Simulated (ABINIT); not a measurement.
Runs of ABINIT 10.8.3 (patched build) on C. The structure is hexagonal, space group P6_3/mmc (No. 194). The conventional cell has a = 2.522 Å, b = 2.522 Å, c = 12.356 Å, α = 90.00°, β = 90.00°, γ = 120.00°. Around C (site symmetry 3m) lie 4 C at 1.54 Å. C (site symmetry 3m) is surrounded by 4 C at 1.54 Å. C (site symmetry 3m) is surrounded by 4 C at 1.54 Å. This is a hexagonal form of diamond, not graphite.

| task | level | potentials or basis | cell | k mesh | cutoff (eV) | fine-grid cutoff | cell freedom (optcell) | cutoff smearing ecutsm (Ha) | optimiser (ionmov) | force stop (Ha/bohr) | gap on the mesh (eV) | pressure (GPa) | relaxed volume (Å³/atom) | largest force (eV/Å) |
| --- | --- | --- | --- | --- | --- | --- | --- | --- | --- | --- | --- | --- | --- | --- |
| single point | LDA | JTH PAW LDA v2.0 | as given | 10 × 10 × 2 | 544 | 1088.46 eV | - | - | - | - | 4.34 | -13.5 | - | 0.34 |
| single point | PBE | JTH PAW PBE v2.0 | as given | 10 × 10 × 2 | 544 | 1088.46 eV | - | - | - | - | (d) | 1.6 | - | 0.33 |
| single point | PBEsol | JTH PAW PBE v2.0 | as given | 7 × 7 × 2 | 544 | 1088.46 eV | - | - | - | - | 4.27 | (c) | - | 0.34 |
| band structure | TB-mBJ | JTH PAW LDA v2.0 | as given | 8 × 8 × 2 | 626 | 1224.51 eV | - | - | - | - | 5.31 | - | - | - |
| relaxation of cell and atoms | PBEsol | JTH PAW PBE v2.0 | relaxed | 12 × 12 × 3 | 517 | 1034.03 eV | 2 | 0.5 | 2 | 0.0002 | 4.36 | 0.0 | 5.61 | - |
| relaxation of cell and atoms | LDA | JTH PAW LDA v2.0 | relaxed | 10 × 10 × 3 | 517 | 1034.03 eV | 2 | 0.5 | 2 | 0.0001 | 4.49 | 0.0 | (b) | - |
| band structure | r2SCAN | JTH PAW PBE v2.0 | as given | 7 × 7 × 2 | 626 | 1224.51 eV | - | - | - | - | 4.61 | - | - | (a) |
| single point | PBE | JTH PAW PBE v2.0 | as given | 7 × 7 × 2 | 544 | 1088.46 eV | - | - | - | - | 4.41 | 1.6 | - | 0.33 |
| single point | LDA | JTH PAW LDA v2.0 | as given | 7 × 7 × 2 | 544 | 1088.46 eV | - | - | - | - | 4.38 | -13.5 | - | 0.34 |

Alike in all rows: no spin polarisation; smearing fermi-dirac 0.05 eV.

Question: Estimate the missing entries.

Answer: (a) 0.45; (b) 5.50; (c) -5.0; (d) 4.37.

Caveats: an odd mesh through Γ misses points on the zone boundary, where band edges often lie (some runs); the PAW data sets were made with another functional, which shifts forces and pressure a little (some runs); the constant c of TB-mBJ comes from the pseudo density here, which moves gaps by up to 0.3 eV between sets of potentials (some runs).

Not every run made on this cell is shown here.
